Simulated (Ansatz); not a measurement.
# HfSiO4: one candidate of a structure search, part 2 of 2

Where does this trial cell of HfSiO4 go when cell and atoms are let free?

Ansatz 0.2.0; DFT PBE, scalar-relativistic, plane waves, PAW. The steps go on from the part before.

## (4) Relaxation on the finer mesh

The end of the coarse run is made exact in the group found at a tolerance of 0.06 Å and reduced to its primitive cell.

input.yaml

```yaml
crystal:
  lattice:
    - [3.1936371409, -3.2899417355, 0.0]
    - [3.1936371409, 3.2899417355, 0.0]
    - [0.0, 0.0, 2.9746793578]
  atoms:
    - { symbol: Hf, position: [0.5, 0.5, 0.5] }
    - { symbol: Si, position: [0.0, 0.0, 0.0] }
    - { symbol: O, position: [0.821877914, 0.178122086, 0.5] }
    - { symbol: O, position: [0.7213266596, 0.7213266596, 0.0] }
    - { symbol: O, position: [0.2786733404, 0.2786733404, 0.0] }
    - { symbol: O, position: [0.178122086, 0.821877914, 0.5] }
basis:
  ecutwfc: 420
kpoints:
  mp_grid: { grid: [6, 6, 10] }
hamiltonian:
  xc: pbe
scf:
  occupations: { method: gaussian, width: 0.02 }
output:
  forces: true
  stress: true
  eigenvalues: true
  write_density: true
  write_potential: true
  elf: true
  volumetric_format: npy
relax:
  adjacent_minimum: "off"
  f_tol: 0.01
  max_steps: 80
  cell: { stress_tol: 0.05 }
```

Command:

```sh
ansatz run input.yaml --threads 1 --pin off --max-ram 2560MiB --backend cpu --events-out ev --progress --plain --runs-dir out
```

The program printed:

```text
Warning: RAYON_NUM_THREADS=1 ignored (pool sized by the plan → 1); use --threads N
Engine: ansatz 0.2.0, x86_64-unknown-linux-gnu
Pseudopotentials: kind: paw
Pseudopotential: Hf, paw, valence charge 26, recommended cutoff 420 eV (normal), Hf.paw.azcp
Pseudopotential: Si, paw, valence charge 4, recommended cutoff 420 eV (normal), Si.paw.azcp
Pseudopotential: O, paw, valence charge 6, recommended cutoff 420 eV (normal), O.paw.azcp
Functional definition: PBE
  parameter kappa = 0.804
  parameter beta = 0.06672455060314922
  exchange = pbe_x(kappa = kappa, mu = beta*pi^2/3)
  correlation = pbe_c(beta = beta)
Crystal: 6 atoms, lattice volume = 62.509 Å³
Basis set: ecut = 420 eV, 1209 PW (Γ), exchange–correlation on 64×64×40 points (8 copies of the dense FFT grid, shifted against one another)
Bands: 33, of which v1, the nominal top of the filled ones, is band 27 counted from 1 (26 counted from 0)
Symmetry: 8 space group operations
Space group: Cmmm (ITA 65), of the structure as read, at distance tolerance 4.0e-5 Å
k-points: 78 of 360
Non-local potential: Hf, projectors of the file, l = 0: 3, l = 1: 2, l = 2: 2, l = 3: 3
Non-local potential: Si, projectors of the file, l = 0: 2, l = 1: 2, l = 2: 2
Non-local potential: O, projectors of the file, l = 0: 2, l = 1: 2, l = 2: 1
PAW form: soft (Blöchl's): semilocal exchange-correlation on the pseudo side does not see the compensation charge
PAW one-centre angular grid: Hf, 590 points (default); XC on 64 Gauss nodes
PAW one-centre angular grid: Si, 110 points (default); XC on 64 Gauss nodes
PAW one-centre angular grid: O, 110 points (default); XC on 64 Gauss nodes
Initial density: superposition of atomic densities (neutral atoms: chi_scale 0, normalization atom), corrected by the library's trained network
Initial wavefunctions: pseudopotential atomic-orbital guess
Functional: x = pbe(κ = 0.804, μ = 0.2195149727645171), c = pbe(β = 0.06672455060314922)
SCF iter   1: F=—  HF=-18634.090464 eV  |F-HF|=—  |Δ(HF+E_count)|=         —  Δρ=4.68e-3  dr2=8.89e-3  ethr=1.77e-3  ⟨swp⟩=6.3  Hψ=11224  notcnv=0
preconditioner: auto → Resta (q_TF=auto, 2.663 Å⁻¹)  ε∞=4.8  [insulator: Δε(μ)=1.810 eV  Ē_g=17.339 eV  σ=0.020 eV  W_gap=1.00  n_scr=18 (ndim 8)  ℏωp=33.9 eV  f_vac=0.021  D(μ)=0.00/eV (n_scr^D=0)  ε∞_Penn≈4.8]
SCF iter   2: F=—  HF=-18634.090027 eV  |F-HF|=—  |Δ(HF+E_count)|=   4.37e-4  Δρ=2.38e-3  dr2=2.25e-3  ethr=1.65e-5  ⟨swp⟩=2.0  Hψ=5326  notcnv=0  defer=136
SCF iter   3: F=—  HF=-18634.089933 eV  |F-HF|=—  |Δ(HF+E_count)|=   9.45e-5  Δρ=9.38e-4  dr2=4.61e-4  ethr=4.16e-6  ⟨swp⟩=2.0  Hψ=3932  notcnv=0  defer=136
SCF iter   4: F=—  HF=-18634.089858 eV  |F-HF|=—  |Δ(HF+E_count)|=   7.53e-5  Δρ=1.93e-4  dr2=1.84e-5  ethr=8.53e-7  ⟨swp⟩=2.0  Hψ=4178  notcnv=0  defer=136
SCF iter   5: F=—  HF=-18634.089843 eV  |F-HF|=—  |Δ(HF+E_count)|=   1.50e-5  Δρ=8.09e-5  dr2=3.49e-6  ethr=3.41e-8  ⟨swp⟩=2.0  Hψ=4535  notcnv=0  defer=136
SCF iter   6: F=—  HF=-18634.089841 eV  |F-HF|=—  |Δ(HF+E_count)|=   1.30e-6  Δρ=3.21e-5  dr2=6.04e-7  ethr=6.46e-9  ⟨swp⟩=2.4  Hψ=4373  notcnv=0  defer=136
SCF iter   7: F=—  HF=-18634.089842 eV  |F-HF|=—  |Δ(HF+E_count)|=   2.48e-7  Δρ=1.49e-5  dr2=1.29e-7  ethr=1.12e-9  ⟨swp⟩=2.0  Hψ=3958  notcnv=0  defer=136
SCF iter   8: F=-18634.089842 eV  HF=-18634.089842 eV  |F-HF|=4.63e-9  |Δ(HF+E_count)|=   5.10e-8  Δρ=7.52e-6  dr2=2.74e-8  ethr=1.85e-10  ⟨swp⟩=12.7  Hψ=17701  notcnv=0
SCF 1 converged in 8 iterations: F = -18634.089842 eV  dr2 = 2.74e-8
relax step   1: F+E_penalty+E_count = -18634.08984157 eV  Δ(F+E_penalty+E_count) = +0.000e0 eV  max|allowed force component| = 3.292e-3 eV/Å  Δτ_max = 0.0000 Å  P = +0.006 GPa  Ω = 62.509 Å³  (8 SCF iters, dr2 threshold 1.00e-7 eV, accepted)
Initial density: handed on by an earlier stage of this run
Initial wavefunctions: pseudopotential atomic-orbital guess (no wavefunctions were taken with the density)
iter 1 solved again at ethr=1.07e-7 eV; its pass at ethr=3.10e-3 eV (dr2=5.80e-5 eV) is discarded
SCF iter   1: F=—  HF=-18634.089865 eV  |F-HF|=—  |Δ(HF+E_count)|=         —  Δρ=8.31e-6  dr2=3.03e-8  ethr=1.07e-7  ⟨swp⟩=3.2  Hψ=18092  notcnv=0
preconditioner: auto → Resta (q_TF=auto, 2.663 Å⁻¹)  ε∞=4.8  [insulator: Δε(μ)=1.814 eV  Ē_g=17.334 eV  σ=0.020 eV  W_gap=1.00  n_scr=18 (ndim 8)  ℏωp=33.9 eV  f_vac=0.023  D(μ)=0.00/eV (n_scr^D=0)  ε∞_Penn≈4.8]
SCF iter   2: F=—  HF=-18634.089842 eV  |F-HF|=—  |Δ(HF+E_count)|=   2.31e-5  Δρ=3.33e-6  dr2=6.74e-9  ethr=5.61e-11  ⟨swp⟩=3.0  Hψ=5574  notcnv=0
SCF iter   3: F=—  HF=-18634.089842 eV  |F-HF|=—  |Δ(HF+E_count)|=   2.67e-9  Δρ=2.03e-6  dr2=2.93e-9  ethr=1.25e-11  ⟨swp⟩=2.2  Hψ=3727  notcnv=0
SCF iter   4: F=—  HF=-18634.089842 eV  |F-HF|=—  |Δ(HF+E_count)|=   2.46e-9  Δρ=7.40e-7  dr2=2.53e-10  ethr=5.42e-12  ⟨swp⟩=2.0  Hψ=4149  notcnv=0
SCF iter   5: F=-18634.089842 eV  HF=-18634.089842 eV  |F-HF|=3.64e-12  |Δ(HF+E_count)|=  2.91e-11  Δρ=3.35e-7  dr2=2.76e-11  ethr=1.00e-12  ⟨swp⟩=6.5  Hψ=13375  notcnv=0
SCF 2 converged in 5 iterations: F = -18634.089842 eV  dr2 = 2.76e-11
relax step   2: F+E_penalty+E_count = -18634.08984158 eV  Δ(F+E_penalty+E_count) = -1.120e-8 eV  max|allowed force component| = 3.358e-3 eV/Å  Δτ_max = 0.0000 Å  P = +0.006 GPa  Ω = 62.509 Å³  stress off target by 2.81e-2 GPa  SCF on the basis re-selected at this cell (its energy is not comparable with the rows above)  (5 SCF iters)
basis re-selected at this cell: Δ(F+E_penalty+E_count) = -1.120e-8 eV, ΔP = -0.000 GPa vs the last step (what re-selecting the basis moved, of the pressure what is left beyond the Pulay correction that the steps carried, after the strain that the cell walked since its last selection, with what the two solves' SCF thresholds leave and, on support functions, any second-order correction that the steps lacked; it is no measure of the basis error at this ecutwfc). This SCF's stress stands 2.81e-2 GPa from its target on what of the cell is left free (relax.cell.stress_tol is 5.00e-2 GPa) and its largest allowed force component is 3.36e-3 eV/Å (relax.f_tol is 1.00e-2 eV/Å): within both
SCF converged after 5 iterations
Free energy (F): -18634.089842 eV
Harris-Foulkes:  -18634.089842 eV  (|F-HF|=3.64e-12)
Internal energy: -18634.089842 eV  (E = F + TS)
E sigma→0 (E₀):  -18634.089842 eV
Fermi energy:    12.378648 eV
--- Per-component energies (eV) ---
  E_band       = -58.578679
  E_kinetic    = 1173.794787
  E_local      = -7807.789860  (includes V_loc(G=0)·N_el)
  E_nonlocal   = -1029.394842
  E_hartree    = 3510.842128
  E_xc         = -652.114632
  E_vxc        = -692.311600  (∫ρ·V_xc dr)
  E_paw        = -8074.569588  (= ΣΔE_a)
  E_vpaw       = 1275.428655  (= ΣTr[D̂ρ^β])
  E_aug_tail   = 0.010097  (compensation charges beyond the density's cutoff)
  E_ewald      = -5754.867930
  E_smearing   = -0.000000  (= −TS)
  E_closure    = 0.000000  (closes the sum)
  Σ components = -18634.089842   (vs F -18634.089842, Δ=0.00e0)
--- Forces (eV/Å), atoms counted from 1 ---
  atom   1  Hf    -0.00000000     0.00000000    -0.00000000
  atom   2  Si     0.00000000     0.00000000     0.00000000
  atom   3  O      0.00000000     0.00195506     0.00000000
  atom   4  O      0.00335822     0.00000000     0.00000000
  atom   5  O     -0.00335822     0.00000000    -0.00000000
  atom   6  O     -0.00000000    -0.00195506    -0.00000000
  max |Σ_I F_I| component: 4.34e-19 eV/Å
--- Stress (GPa, compression-positive) ---
        0.028082      -0.000000       0.000000
       -0.000000       0.016688      -0.000000
        0.000000      -0.000000      -0.026845
  P = ⅓ Tr σ = 0.0060 GPa (0.060 kbar)
--- Band table (eV; the first three rows and the last of 78) ---
  k-point 0: bands = ["-49.4901", "-18.4137", "-18.2093", "-18.0485", "-8.3194", "-5.9570", "-5.8834", "-5.3691", "0.6387", "0.6666", "0.6826", "0.7307", "0.7459", "0.7800", "0.7892", "3.4840", "6.3851", "6.4514", "6.5372", "7.4472", "7.5371", "8.7386", "9.0024", "10.3158", "10.7866", "10.8813", "11.4715", "13.2858", "16.6105", "17.3636", "17.5737", "17.8392", "20.5270"]
  k-point 1: bands = ["-49.4850", "-18.3869", "-18.2005", "-18.1617", "-8.2004", "-6.0241", "-5.8411", "-5.3307", "0.6475", "0.6715", "0.6826", "0.7229", "0.7422", "0.7808", "0.7863", "3.5868", "6.1008", "6.3491", "6.5041", "7.3976", "7.9814", "8.5767", "8.7866", "9.8962", "10.6557", "10.8222", "11.3815", "13.7614", "17.0440", "17.0586", "17.4734", "18.6079", "20.4506"]
  k-point 2: bands = ["-49.4716", "-18.4459", "-18.3158", "-18.1772", "-7.8729", "-6.2028", "-5.7618", "-5.2270", "0.6699", "0.6747", "0.6848", "0.7148", "0.7328", "0.7786", "0.7830", "3.7996", "5.6992", "5.8186", "6.8527", "7.5373", "7.7778", "8.5240", "8.7103", "8.9676", "10.4098", "10.6720", "11.0912", "14.9064", "16.7104", "17.2355", "18.0482", "20.0874", "20.2210"]
  k-point 77: bands = ["-49.4364", "-19.1176", "-18.1267", "-18.1246", "-6.8002", "-6.4353", "-5.9966", "-5.0147", "0.6440", "0.7137", "0.7171", "0.7230", "0.7619", "0.7671", "0.7825", "3.2408", "4.8524", "5.2104", "5.8521", "6.9457", "7.4538", "8.9278", "9.7192", "9.7553", "10.3469", "10.5597", "11.0950", "15.4402", "16.2257", "18.5512", "18.8596", "20.3937", "20.5848"]
--- Relaxed structure (1 steps of the walk, 1 accepted, 1 SCFs on fresh bases) ---
  F+E_penalty+E_count = -18634.08984158 eV   max|allowed force component| = 3.358e-3 eV/Å   (the final SCF, on the basis selected at the relaxed cell)
  cell:  # Å, volume = 62.5092 Å³
    - [3.1936371409, -3.2899417355, 0.0]
    - [3.1936371409, 3.2899417355, 0.0]
    - [0.0, 0.0, 2.9746793578]
  atoms:
    - { symbol: Hf, position: [0.5, 0.5, 0.5000000000000001] }
    - { symbol: Si, position: [0.0, 0.0, 0.0] }
    - { symbol: O, position: [0.8218779139999999, 0.17812208600000007, 0.5000000000000001] }
    - { symbol: O, position: [0.7213266596000001, 0.7213266596000001, 0.0] }
    - { symbol: O, position: [0.2786733404, 0.2786733404, 0.0] }
    - { symbol: O, position: [0.17812208600000007, 0.8218779139999999, 0.5000000000000001] }
```

Wall time 44 s (1 thread of Intel Xeon at 2.50GHz (Skylake/Cascade Lake), shared host); peak memory 0.46 GiB.

The steps of the relaxation:

| step | energy from step 1 (eV/cell) | largest force component (eV/Å) | pressure (GPa) | volume (Å³) |
| --- | --- | --- | --- | --- |
| 1 | 0.0000 | 0.0033 | 0.01 | 62.51 |
| 2 | 0.0000 | 0.0034 | 0.01 | 62.51 |

Step 1 is the start. Step 2 repeats the geometry before it on a plane-wave basis chosen anew for that cell, so its energy need not be comparable with the rows above.

Lengths and angles in the start's conventional setting:

|  | before | after | change |
| --- | --- | --- | --- |
| a (Å) | 6.387 | 6.387 | 0.0 % |
| b (Å) | 6.580 | 6.580 | 0.0 % |
| c (Å) | 2.975 | 2.975 | 0.0 % |
| volume (Å³/atom) | 10.42 | 10.42 | 0.0 % |
| shortest distance (Å) | 1.780 | 1.780 | 0.0 % |
| space group (0.01 Å) | Cmmm | Cmmm | same |

Forces and stress were held to the start's 8 operations: a distortion of lower symmetry was not tested.

Axes a, b and c in the maps are those of this run's conventional cell (a, b, c = 6.387, 6.580, 2.975 Å).

Density in a lattice plane of the grid's cell (edges 6.39 and 2.97 Å, at 0.000 of the third edge), which holds Hf and Si and O.

Values in e/Å³, 6 rows by 12 columns:
```
 0.22  0.31  0.74  2.89  2.17  0.69  0.86  0.69  2.17  2.89  0.74  0.31
 0.35  0.23  0.18  0.35  0.53  4.16 12.92  4.16  0.53  0.35  0.18  0.23
 0.31  0.19  0.08  0.09  0.48 11.00 31.36 11.00  0.48  0.09  0.08  0.19
 0.35  0.23  0.18  0.35  0.53  4.16 12.92  4.16  0.53  0.35  0.18  0.23
 0.22  0.31  0.74  2.89  2.17  0.69  0.86  0.69  2.17  2.89  0.74  0.31
 0.05  0.36  1.58  6.85  4.96  0.67  0.20  0.67  4.96  6.85  1.58  0.36
```
Columns run along the first of these edges and rows up along the second, over one cell in 12 and 6 even steps from the bottom left corner. Atoms in the plane (fractional): Hf at (0.50, 0.50), Si at (0.00, 0.00), O at (0.72, 0.00), O at (0.28, 0.00).

ELF in the same plane.

Ten even steps from ' ' (0.03) to '@' (0.85):
```
....--##@@@@####%%%%==..  ..==%%%%####@@@@##--..
....::--**%%@@@@%%==::--==--::==%%@@@@%%**--::..
::::....::++####==::++%%@@%%++::==####++::....::
....      ..::....==@@@@@@@@@@==....::..      ..
                ..**@@@@%%@@@@**..              
....      ..::....==@@@@@@@@@@==....::..      ..
::::....::++####==::++%%@@%%++::==####++::....::
....::--**%%@@@@%%==::--==--::==%%@@@@%%**--::..
....--##@@@@####%%%%==..  ..==%%%%####@@@@##--..
++::==@@@@%%==--##@@**::  ::**@@##--==%%@@@@==::
```
Columns run along the first of these edges and rows up along the second, over one cell in 24 and 10 even steps from the bottom left corner. Atoms in the plane (fractional): Hf at (0.50, 0.50), Si at (0.00, 0.00), O at (0.72, 0.00), O at (0.28, 0.00).

Both are smooth fields of the valence electrons: close to the nuclei they are not physical.

The highest ELF values outside the cores: 0.86 beside O, off the lines to its neighbours, 0.6 Å from O; 0.85 on the O–Si line, 0.8 Å from O; 0.84 in the shell around O, 0.6 Å from O.

## (5) Changing settings: mp_grid.shift [0.5, 0.5, 0.5]

input.yaml, as its differences from that of step 4:

```diff
@@ -15,3 +15,3 @@
 kpoints:
-  mp_grid: { grid: [6, 6, 10] }
+  mp_grid: { grid: [6, 6, 10], shift: [0.5, 0.5, 0.5] }
 hamiltonian:
@@ -22,12 +22,3 @@
   forces: true
+  eigenvalues: true
   stress: true
-  eigenvalues: true
-  write_density: true
-  write_potential: true
-  elf: true
-  volumetric_format: npy
-relax:
-  adjacent_minimum: "off"
-  f_tol: 0.01
-  max_steps: 80
-  cell: { stress_tol: 0.05 }
```

Command:

```sh
ansatz run input.yaml --threads 1 --pin off --max-ram 2560MiB --backend cpu --events-out ev --progress --plain --runs-dir out
```

The program printed, shortened:

```text
Warning: RAYON_NUM_THREADS=1 ignored (pool sized by the plan → 1); use --threads N
[...]
Pseudopotentials: kind: paw
Pseudopotential: Hf, paw, valence charge 26, recommended cutoff 420 eV (normal), Hf.paw.azcp
Pseudopotential: Si, paw, valence charge 4, recommended cutoff 420 eV (normal), Si.paw.azcp
Pseudopotential: O, paw, valence charge 6, recommended cutoff 420 eV (normal), O.paw.azcp
Functional definition: PBE
[...]
Crystal: 6 atoms, lattice volume = 62.509 Å³
Basis set: ecut = 420 eV, 1209 PW (Γ), exchange–correlation on 64×64×40 points (8 copies of the dense FFT grid, shifted against one another)
Bands: 33, of which v1, the nominal top of the filled ones, is band 27 counted from 1 (26 counted from 0)
Symmetry: 8 space group operations
Space group: Cmmm (ITA 65), of the structure as read, at distance tolerance 4.0e-5 Å
k-points: 60 of 360
[...]
SCF iter   1: F=—  HF=-18634.090597 eV  |F-HF|=—  |Δ(HF+E_count)|=         —  Δρ=4.69e-3  dr2=8.91e-3  ethr=1.77e-3  ⟨swp⟩=6.4  Hψ=8684  notcnv=0
[...]
SCF iter   8: F=-18634.089982 eV  HF=-18634.089982 eV  |F-HF|=4.58e-9  |Δ(HF+E_count)|=   5.08e-8  Δρ=7.60e-6  dr2=2.80e-8  ethr=1.85e-10  ⟨swp⟩=7.2  Hψ=7459  notcnv=0
[...]
SCF converged after 8 iterations
Free energy (F): -18634.089982 eV
[...]
E sigma→0 (E₀):  -18634.089982 eV
Fermi energy:    12.438645 eV
[...]
--- Forces (eV/Å), atoms counted from 1 ---
  atom   1  Hf    -0.00000000     0.00000000    -0.00000000
  atom   2  Si     0.00000000     0.00000000     0.00000000
  atom   3  O      0.00000000     0.00200799     0.00000000
  atom   4  O      0.00338546     0.00000000     0.00000000
  atom   5  O     -0.00338546     0.00000000    -0.00000000
  atom   6  O     -0.00000000    -0.00200799    -0.00000000
[...]
--- Stress (GPa, compression-positive) ---
        0.030137      -0.000000       0.000000
       -0.000000       0.018366      -0.000000
        0.000000      -0.000000      -0.026864
  P = ⅓ Tr σ = 0.0072 GPa (0.072 kbar)
--- Band table (eV; the first three rows and the last of 60) ---
[...]
```

Wall time 15 s (1 thread of Intel Xeon at 2.50GHz (Skylake/Cascade Lake), shared host); peak memory 0.41 GiB.

```csv
run,ending,energy change,pressure (GPa),gap (eV),force (eV/Å),cycles,time
step 4,converged,0,0.0,1.81,0.00,-,44 s
variant,converged,0.0 meV/atom,0.0,2.09,0.00,8,15 s
```

Changing the k-point mesh moves the energy by 0.0 meV/atom, and the gap on the mesh goes from 1.81 to 2.09 eV. The energy is not variational in the mesh, so the sign tells nothing. A gap read on a mesh depends on which points the mesh holds, and a coarse mesh shifts the density too.

## (6) What came out

This closing draws on all 2 parts. Changes of volume or cell count from the first structure of part 1.

```
                                                              quantity                                                                      value
                                symmetry at the end (tolerance 0.02 Å)                                                  space group Cmmm (No. 65)
                                                     conventional cell  a = 6.387 Å, b = 6.580 Å, c = 2.975 Å, α = 90.00°, β = 90.00°, γ = 90.00°
                                                                volume                                                              10.42 Å³/atom
energy over the elements (uncorrected; H, N, O, F and Cl as molecules)                                                              -2.84 eV/atom
                                                       gap on the mesh                                                                    1.81 eV
```

In words: The space group Cmmm (No. 65) is kept, and the volume per atom shrinks by 12.1 % from the first guess. It lies below the elements, which doesn't yet make it stable: competing phases were not computed in this session. No finished test with a distortion of lower symmetry is shown, so the end may be a saddle point. Spin-orbit coupling is left out, which matters for the bands of Hf.
